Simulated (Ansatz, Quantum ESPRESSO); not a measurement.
**PbTe (rock salt): bulk modulus from a few volumes**

How stiff is rock salt PbTe under hydrostatic load? Each row scales the relaxed cell evenly and relaxes the atoms. The symmetry of the cell is held, so distortions that would lower it, which this phase may prefer, aren't tested. The phase is followed to these pressures whether or not it stays the stable one.

Calculated with Quantum ESPRESSO 7.5, PBEsol, GBRV 1.5 ultrasoft potentials, cutoff 680 eV, Fermi–Dirac smearing 0.02 eV, k-mesh 8×8×8, no spin polarisation, no spin-orbit coupling.

Reference cell, relaxed at zero pressure with PBEsol (Fm-3m): a = 4.5505 Å, b = 4.5505 Å, c = 4.5505 Å, α = 60.00°, β = 60.00°, γ = 60.00°.

```
atom       x       y       z
  Pb  0.0000  0.0000  0.0000
  Te  0.5000  0.5000  0.5000
```

| V (Å³/atom) | V/V0 | P (GPa) | E − E0 (meV/atom) |
| --- | --- | --- | --- |
| 31.3151 | 0.9400 | 3.229 | 19.3 |
| 31.9813 | 0.9600 | 2.033 | 8.4 |
| 32.6476 | 0.9800 | 0.956 | 2.1 |
| 33.9802 | 1.0200 | −0.851 | 1.7 |
| 34.6464 | 1.0400 | −1.617 | 6.8 |

V0 = 33.3139 Å³ an atom, where the residual pressure P0 is +0.010 GPa. **Question.** Fit the Birch–Murnaghan law and give the pressure and the energy at V = 35.3127 Å³ an atom, a row left out above.

With the Eulerian strain f = ½[(V0/V)^(2/3) − 1] and F = (P − P0)/[3f(1 + 2f)^(5/2)], the third-order law is the line F = B0 + (3/2) B0 (B′ − 4) f.

| f | F (GPa) |
| --- | --- |
| 0.02106 | 45.97 |
| 0.01379 | 45.67 |
| 0.00678 | 44.97 |
| −0.00656 | 45.23 |
| −0.01290 | 44.87 |

A straight line through the 5 rows: the means are 0.004434 for f and 45.342 for F, Σ(Δx)² = 0.0007908 and ΣΔxΔy = 0.02205, so the slope is 0.02205/0.0007908 = 27.883 and the intercept 45.342 − (27.883)(0.004434) = 45.218.

Hence B0 = 45.2 GPa and B′ = 4 + (27.9)/(1.5 × 45.2) = 4.41. For the withheld volume f = −0.01905, F = 44.69 GPa and P = −2.31 GPa, an extrapolation past the fitted rows. The run itself gives −2.30 GPa, so the estimate misses by 0.01 GPa, a rounding's worth.

Integrating the same law gives E − E0 = (9/2) B0 V0 f²[1 + (B′ − 4) f] + P0(V0 − V), with 1 GPa Å³ = 6.2415 meV: 15.1 meV an atom. The run itself gives 14.9 meV, so the estimate misses by 0.2 meV; the fitted rows themselves lie up to 0.3 meV off the law.

The same fit over all rows at other levels or in other programs gives B0 = 45 GPa with PBEsol (Ansatz).

Measured volume: 33.606 Å³ an atom (doi:10.1107/S0108270187091509, 298 K), so V0 is −0.9 % off. A stiffness follows the volume as d ln B/d ln V = −B′, which moves B0 by about −4 % when it is taken at the measured volume.

The calculation is for a static lattice, while measurements hold thermal and zero-point motion.

[Logs are printed without paths, hosts, clocks, repeated set-up lines and the standing remarks that a program may print on its own settings, such as how far it seeks lower states.]
